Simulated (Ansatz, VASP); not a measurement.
# Cross-check of AlH3 (Pnnm (measured, COD) AlH3, size series) between VASP and Ansatz

One calculation is typed for both programs; each brings its own data sets. How far apart do they land? The cell is taken from a series of runs on this material, whose earlier steps may have relaxed, scaled, displaced or heated it; both programs get it as it stands.

Main program and level: Ansatz 0.2.0; plane waves, with VASP 6.6.1 beside it; single point at PBEsol.

## 1. The structure

The cell holds 192 atoms: 48 Al and 144 H. Its edges and angles: a = 10.811 Å, b = 14.715 Å, c = 11.562 Å, α = 90.0°, β = 90.0°, γ = 90.0°. It derives from AlH3 (Pnnm (measured, COD)), repeated 2×2×2. As first built, before any earlier steps moved the atoms (in the runner's words): Pnnm (measured, COD) AlH3 (cell 5.381, 7.356, 5.775, 90, 90, 90), 2 x 2 x 2 conventional cells; ideal positions.

## 2. Ansatz: single point, PBEsol

Ansatz runs on its default PAW (the set named soft_2) files.

With cell and atoms fixed, the geometry can't cause a difference; cores, projectors, grids and the points listed under the comparison can.

Input file input.yaml:

```yaml
crystal:
  lattice:
    - [10.81077, 0.0, 0.0]
    - [0.0, 14.71516, 0.0]
    - [0.0, 0.0, 11.56249]
  atoms:
    - { symbol: Al, position: [1.0, 0.0, 0.25] }
    - { symbol: Al, position: [0.25, 0.25, 0.0] }
    - { symbol: Al, position: [0.39468, 0.04307, 0.0] }
    - { symbol: Al, position: [0.10532, 0.45693, 0.0] }
    - { symbol: Al, position: [0.35532, 0.29307, 0.25] }
    - { symbol: Al, position: [0.14468, 0.20693, 0.25] }
    - { symbol: H, position: [1.0, 0.25, 0.25] }
    - { symbol: H, position: [0.25, 0.0, 0.0] }
    - { symbol: H, position: [0.39858, 0.04383, 0.14955] }
    - { symbol: H, position: [0.10142, 0.45617, 0.14955] }
    - { symbol: H, position: [0.35142, 0.29383, 0.10045] }
    - { symbol: H, position: [0.14858, 0.20617, 0.10045] }
    - { symbol: H, position: [0.10142, 0.45617, 0.35045] }
    - { symbol: H, position: [0.39858, 0.04383, 0.35045] }
    - { symbol: H, position: [0.14858, 0.20617, 0.39955] }
    - { symbol: H, position: [0.35142, 0.29383, 0.39955] }
    - { symbol: H, position: [0.05064, 0.07006, 0.0] }
    - { symbol: H, position: [0.44936, 0.42994, 0.0] }
    - { symbol: H, position: [0.19936, 0.32006, 0.25] }
    - { symbol: H, position: [0.30064, 0.17994, 0.25] }
    - { symbol: H, position: [0.33977, 0.1517, 0.0] }
    - { symbol: H, position: [0.16023, 0.3483, 0.0] }
    - { symbol: H, position: [0.41023, 0.4017, 0.25] }
    - { symbol: H, position: [0.08977, 0.0983, 0.25] }
    - { symbol: Al, position: [1.0, 0.0, 0.75] }
    - { symbol: Al, position: [0.25, 0.25, 0.5] }
    - { symbol: Al, position: [0.39468, 0.04307, 0.5] }
    - { symbol: Al, position: [0.10532, 0.45693, 0.5] }
    - { symbol: Al, position: [0.35532, 0.29307, 0.75] }
    - { symbol: Al, position: [0.14468, 0.20693, 0.75] }
[... 156 atom lines left out ...]
    - { symbol: H, position: [0.69936, 0.82006, 0.75] }
    - { symbol: H, position: [0.80064, 0.67994, 0.75] }
    - { symbol: H, position: [0.83977, 0.6517, 0.5] }
    - { symbol: H, position: [0.66023, 0.8483, 0.5] }
    - { symbol: H, position: [0.91023, 0.9017, 0.75] }
    - { symbol: H, position: [0.58977, 0.5983, 0.75] }
kpoints:
  mp_grid: { grid: [1, 1, 1] }
hamiltonian:
  xc: pbesol
scf:
  occupations: { method: fermi_dirac, width: 0.025 }
output:
  forces: true
  stress: true
  populations: true
  dos:
    method: { smearing: { sigma: 0.1 } }
    de: 0.1
    projected: { site_lists: { Al: [Al], H: [H] } }
  eigenvalues: true
  write_density: true
  write_potential: true
  volumetric_format: npy
  elf: true
```

The run is started by

```bash
> ansatz run input.yaml --threads 4 --pin off --max-ram 8192MiB --backend cpu --events-out ev --progress --plain --runs-dir out
```

Numbers of over 12 decimals in the logs are rounded to 6 here.

The log of the run:

```text
Engine: ansatz 0.2.0, x86_64-unknown-linux-gnu
Pseudopotentials: kind: paw
Pseudopotential: Al, paw, valence charge 3, recommended cutoff 420 eV (normal), Al.paw.azcp
Pseudopotential: H, paw, valence charge 1, recommended cutoff 420 eV (normal), H.paw.azcp
Functional definition: PBEsol
  exchange = pbesol_x
  correlation = pbesol_c
Crystal: 192 atoms, lattice volume = 1839.386 Å³
Basis set: ecut = 420 eV, 35991 PW (Γ), exchange–correlation on 150×200×160 points (8 copies of the dense FFT grid, shifted against one another)
Bands: 336, of which v1, the nominal top of the filled ones, is band 144 counted from 1 (143 counted from 0)
Symmetry: 64 space group operations
Space group: Pnnm (ITA 58), of the structure as read, at distance tolerance 1.2e-4 Å
k-points: 1
Non-local potential: Al, projectors of the file, l = 0: 2, l = 1: 2, l = 2: 1
Non-local potential: H, projectors of the file, l = 0: 2, l = 1: 1
PAW form: soft (Blöchl's): semilocal exchange-correlation on the pseudo side does not see the compensation charge
PAW frozen core: Al, regenerated for the run's functional, and the local potential with it (the file was generated under x = pbe(κ = 0.804, μ = 0.219515), c = pbe(β = 0.066725))
PAW one-centre angular grid: Al, 110 points (default); XC on 64 Gauss nodes
PAW one-centre angular grid: H, 110 points (default); XC on 64 Gauss nodes
Initial density: superposition of atomic densities (neutral atoms: chi_scale 0, normalization atom), corrected by the library's trained network
Initial wavefunctions: pseudopotential atomic-orbital guess
Functional: x = pbesol(κ = 0.804, μ = 0.123457), c = pbesol(β = 0.046)
SCF iter   1: F=—  HF=-27428.146679 eV  |F-HF|=—  |Δ(HF+E_count)|=         —  Δρ=7.82e-3  dr2=8.71e-1  ethr=1.77e-3  ⟨swp⟩=6.0  Hψ=1682  notcnv=0  defer=70
preconditioner: auto → Resta (q_TF=auto, 2.003 Å⁻¹)  ε∞=2.8  [insulator: Δε(μ)=3.140 eV  Ē_g=10.911 eV  σ=0.025 eV  W_gap=1.00  n_scr=240 (ndim 8)  ℏωp=14.7 eV  f_vac=0.006  D(μ)=0.00/eV (n_scr^D=0)  ε∞_Penn≈2.8]
SCF iter   2: F=—  HF=-27427.906936 eV  |F-HF|=—  |Δ(HF+E_count)|=   2.40e-1  Δρ=3.41e-3  dr2=1.71e-1  ethr=3.03e-4  ⟨swp⟩=2.0  Hψ=390  notcnv=0  defer=132
SCF iter   3: F=—  HF=-27427.856701 eV  |F-HF|=—  |Δ(HF+E_count)|=   5.02e-2  Δρ=2.86e-4  dr2=1.58e-3  ethr=5.92e-5  ⟨swp⟩=2.0  Hψ=294  notcnv=0  defer=182
SCF iter   4: F=—  HF=-27427.857477 eV  |F-HF|=—  |Δ(HF+E_count)|=   7.76e-4  Δρ=6.13e-5  dr2=6.97e-5  ethr=5.50e-7  ⟨swp⟩=2.0  Hψ=283  notcnv=0  defer=182
SCF iter   5: F=—  HF=-27427.854837 eV  |F-HF|=—  |Δ(HF+E_count)|=   2.64e-3  Δρ=1.27e-5  dr2=3.87e-6  ethr=2.42e-8  ⟨swp⟩=2.0  Hψ=298  notcnv=0  defer=182
SCF iter   6: F=-27427.854846 eV  HF=-27427.854845 eV  |F-HF|=1.39e-7  |Δ(HF+E_count)|=   8.43e-6  Δρ=2.14e-6  dr2=8.79e-8  ethr=3.47e-11  ⟨swp⟩=22.0  Hψ=4058  notcnv=0
SCF 1 converged in 6 iterations: F = -27427.854846 eV  dr2 = 8.79e-8
  greatest PAW one-centre occupation: 0.397 electrons in one spin orbital (limit 2), on the Al atom at site 173 (counted from 0), in its partial waves of l = 0
SCF converged after 6 iterations
Free energy (F): -27427.854846 eV
Harris-Foulkes:  -27427.854845 eV  (|F-HF|=1.39e-7)
Internal energy: -27427.854846 eV  (E = F + TS)
E sigma→0 (E₀):  -27427.854846 eV
Fermi energy:    2.233411 eV
--- Per-component energies (eV) ---
  E_band       = -839.818198
  E_kinetic    = 3134.451959
  E_local      = -3034.746237  (includes V_loc(G=0)·N_el)
  E_nonlocal   = 679.359100
  E_hartree    = 854.080557
  E_xc         = -3167.666373
  E_vxc        = -3063.463167  (∫ρ·V_xc dr)
  E_paw        = -21897.543748  (= ΣΔE_a)
  E_vpaw       = -263.408358  (= ΣTr[D̂ρ^β])
  E_aug_tail   = -0.179624  (compensation charges beyond the density's cutoff)
  E_ewald      = -3996.529153
  E_core_change = 0.918673  (= ΣΔE_core)
  E_smearing   = -0.000000  (= −TS)
  E_closure    = 0.000000  (closes the sum)
  Σ components = -27427.854846   (vs F -27427.854846, Δ=0.00e0)
--- Forces (eV/Å), atoms counted from 1 ---
  atom   1  Al    -0.00000000     0.00000000    -0.00000000
  atom   2  Al    -0.00000000    -0.00000000    -0.00000000
  atom   3  Al     0.00882507    -0.00105734    -0.00000000
  atom   4  Al    -0.00882507     0.00105734    -0.00000000
  atom   5  Al    -0.00882507    -0.00105734     0.00000000
  atom   6  Al     0.00882507     0.00105734    -0.00000000
  atom   7  H     -0.00000000    -0.00000000    -0.00000000
  atom   8  H      0.00000000    -0.00000000     0.00000000
  atom   9  H     -0.00205061     0.00005587     0.00286274
  atom  10  H      0.00205061    -0.00005587     0.00286274
  atom  11  H      0.00205061     0.00005587    -0.00286274
  atom  12  H     -0.00205061    -0.00005587    -0.00286274
  atom  13  H      0.00205061    -0.00005587    -0.00286274
  atom  14  H     -0.00205061     0.00005587    -0.00286274
  atom  15  H     -0.00205061    -0.00005587     0.00286274
[...]
atom 176  H     -0.00000000    -0.00000000     0.00000000
  atom 177  H     -0.00205061     0.00005587     0.00286274
  atom 178  H      0.00205061    -0.00005587     0.00286274
  atom 179  H      0.00205061     0.00005587    -0.00286274
  atom 180  H     -0.00205061    -0.00005587    -0.00286274
  atom 181  H      0.00205061    -0.00005587    -0.00286274
  atom 182  H     -0.00205061     0.00005587    -0.00286274
  atom 183  H     -0.00205061    -0.00005587     0.00286274
  atom 184  H      0.00205061     0.00005587     0.00286274
  atom 185  H      0.00524150     0.00448940     0.00000000
  atom 186  H     -0.00524150    -0.00448940    -0.00000000
  atom 187  H     -0.00524150     0.00448940    -0.00000000
  atom 188  H      0.00524150    -0.00448940     0.00000000
  atom 189  H     -0.00340660     0.00491284     0.00000000
  atom 190  H      0.00340660    -0.00491284     0.00000000
  atom 191  H      0.00340660     0.00491284    -0.00000000
  atom 192  H     -0.00340660    -0.00491284     0.00000000
  max |Σ_I F_I| component: 4.03e-17 eV/Å
--- Stress (GPa, compression-positive) ---
        0.028360       0.000000       0.000000
        0.000000       0.015434       0.000000
        0.000000      -0.000000       0.016195
  P = ⅓ Tr σ = 0.0200 GPa (0.200 kbar)
--- Band table (eV) ---
  k-point 0: bands = [... 140 lower, 0.5890, 0.5890, 0.6397, 0.6397, 3.8240, 3.8240, 4.0355, 4.0559, ... 188 higher]
--- Löwdin populations: 192 sites ---
  site symbol       q [e]
     0     Al      2.2967
     1     Al      2.2967
     2     Al      2.3360
     3     Al      2.3360
     4     Al      2.3360
     5     Al      2.3360
     6      H      1.2507
     7      H      1.2507
     8      H      1.1964
     9      H      1.1964
    10      H      1.1964
    11      H      1.1964
    12      H      1.1964
    13      H      1.1964
    14      H      1.1964
    15      H      1.1964
    16      H      1.1635
    17      H      1.1635
    18      H      1.1635
    19      H      1.1635
    20      H      1.2313
    21      H      1.2313
    22      H      1.2313
    23      H      1.2313
[...]
184      H      1.1635
   185      H      1.1635
   186      H      1.1635
   187      H      1.1635
   188      H      1.2313
   189      H      1.2313
   190      H      1.2313
   191      H      1.2313
  spilling = 0.011417 (of n_electrons = 288.000000)
```

Reading the cycles: dr2 is the Hartree energy of the density residual (eV), the measure of convergence; HF is the Harris–Foulkes estimate of the energy, which meets the free energy F at convergence.

## 3. VASP: single point, PBEsol

The same cell, functional, mesh and smearing now go to VASP, with its own data sets.

Lines of VASP's logs that name or quote its potential files are left out, and so is its time.

Input file INCAR:

```
SYSTEM = AlH3
PREC = Accurate
ENCUT = 500
EDIFF = 1E-06
NELM = 120
ISMEAR = -1
SIGMA = 0.025
LREAL = Auto
ALGO = Normal
GGA = PS
NBANDS = 278
LORBIT = 11
LWAVE = .FALSE.
LCHARG = .FALSE.
ISIF = 2
LASPH = .TRUE.
GGA_COMPAT = .FALSE.
EFERMI = MIDGAP
```

Input file POSCAR:

```
AlH3
1.0
   10.8107700000      0.0000000000      0.0000000000
    0.0000000000     14.7151600000      0.0000000000
    0.0000000000      0.0000000000     11.5624900000
Al H
48 144
Direct
    0.0000000000      0.0000000000      0.2500000000
    0.2500000000      0.2500000000      0.0000000000
    0.3946800000      0.0430700000      0.0000000000
    0.1053200000      0.4569300000      0.0000000000
    0.3553200000      0.2930700000      0.2500000000
    0.1446800000      0.2069300000      0.2500000000
    0.0000000000      0.0000000000      0.7500000000
    0.2500000000      0.2500000000      0.5000000000
    0.3946800000      0.0430700000      0.5000000000
    0.1053200000      0.4569300000      0.5000000000
    0.3553200000      0.2930700000      0.7500000000
    0.1446800000      0.2069300000      0.7500000000
    0.0000000000      0.5000000000      0.2500000000
    0.2500000000      0.7500000000      0.0000000000
    0.3946800000      0.5430700000      0.0000000000
    0.1053200000      0.9569300000      0.0000000000
    0.3553200000      0.7930700000      0.2500000000
    0.1446800000      0.7069300000      0.2500000000
    0.0000000000      0.5000000000      0.7500000000
    0.2500000000      0.7500000000      0.5000000000
    0.3946800000      0.5430700000      0.5000000000
    0.1053200000      0.9569300000      0.5000000000
    0.3553200000      0.7930700000      0.7500000000
    0.1446800000      0.7069300000      0.7500000000
    0.5000000000      0.0000000000      0.2500000000
    0.7500000000      0.2500000000      0.0000000000
    0.8946800000      0.0430700000      0.0000000000
    0.6053200000      0.4569300000      0.0000000000
    0.8553200000      0.2930700000      0.2500000000
    0.6446800000      0.2069300000      0.2500000000
[... 156 atom lines left out ...]
    0.6993600000      0.8200600000      0.7500000000
    0.8006400000      0.6799400000      0.7500000000
    0.8397700000      0.6517000000      0.5000000000
    0.6602300000      0.8483000000      0.5000000000
    0.9102300000      0.9017000000      0.7500000000
    0.5897700000      0.5983000000      0.7500000000
```

Input file KPOINTS:

```
Automatic mesh
0
Gamma
1 1 1
0 0 0
```

PAW data sets: Al and H (PBE family, release 64).

The run is started by

```bash
> export OMP_NUM_THREADS=3
> mpirun -np 1 vasp_gam
```

The log of the run:

```text
[banner, memory and clock lines left out]
running    1 mpi-ranks, on    1 nodes
[...]
Offloading initialized ...    1 GPUs detected
[...]
|                                                                             |
|               ----> ADVICE to this user running VASP <----                  |
|                                                                             |
|     You enforced a specific xc type in the INCAR file but a different       |
|     [... a line on the potential file left out ...]
|     I HOPE YOU KNOW WHAT YOU ARE DOING!                                     |
|                                                                             |

 LDA part: xc-table for (Slater+PW92), standard interpolation
 POSCAR, INCAR and KPOINTS ok, starting setup
[...]
entering main loop
       N       E                     dE             d eps       ncg     rms          rms(c)
DAV:   1     0.973825813981E+03    0.97383E+03   -0.11221E+05   556   0.861E+02
DAV:   2    -0.482036593012E+03   -0.14559E+04   -0.12575E+04   856   0.164E+02
DAV:   3    -0.696017543089E+03   -0.21398E+03   -0.20923E+03   672   0.552E+01
DAV:   4    -0.702281987350E+03   -0.62644E+01   -0.62538E+01   688   0.101E+01
[...]
DAV:  13    -0.667430684354E+03   -0.81737E-05   -0.42620E-05   688   0.108E-02    0.778E-03
DAV:  14    -0.667430690502E+03   -0.61480E-05   -0.13351E-05   600   0.521E-03    0.279E-03
DAV:  15    -0.667430690699E+03   -0.19691E-06   -0.93016E-07   536   0.168E-03
   1 F= -.66743069E+03 E0= -.66743069E+03  d E =0.000000E+00
```

From OUTCAR (step 3):

```text
  FREE ENERGIE OF THE ION-ELECTRON SYSTEM (eV)
  ---------------------------------------------------
  free  energy   TOTEN  =      -667.4306906987 eV

  energy  without entropy=     -667.4306906987  energy(sigma->0) =     -667.43069070
```

The run ends at a pressure of -0.15 GPa, with forces up to 0.0093 eV/Å.

## 4. Differences

Known differences besides the potentials themselves: the cutoff is 420 eV in Ansatz and 500 eV in VASP (PREC = Accurate, projectors in real space); Ansatz makes its cores anew for this functional, VASP keeps those of its PBE data sets. Total energies have different zeros and are not compared.

The two programs side by side:

```
              quantity  Ansatz   VASP  difference
        pressure (GPa)    0.02  -0.15       +0.17
gap on the k mesh (eV)   3.184  3.188      -0.003
```

At this near-relaxed geometry the largest component of a force difference is 2 meV/Å. A gap on the mesh is an upper bound, since the band edges may lie between its points.

## 5. Outcome

```json
{
 "difference in gap on the k mesh (single point, PBEsol)": "-0.0031 eV"
}
```

What this shows: The difference in gap on the k mesh is -0.0031 eV (single point, PBEsol), within the 0.08 eV picked in this series as the mark of a large difference. Such differences can come from data sets, numerical settings and the points named under the comparisons, not from the functional's error against experiment.

[Lines on the potential files, build, host, timing and source positions are cut from VASP's logs without a mark.]

[Logs are printed without paths, hosts, clocks, repeated set-up lines and the standing remarks that a program may print on its own settings, such as how far it seeks lower states.]

[Hosts, paths, dates, database ids (printed as entryN), source tags and the programs' standing remarks are cut or masked in the printed files.]
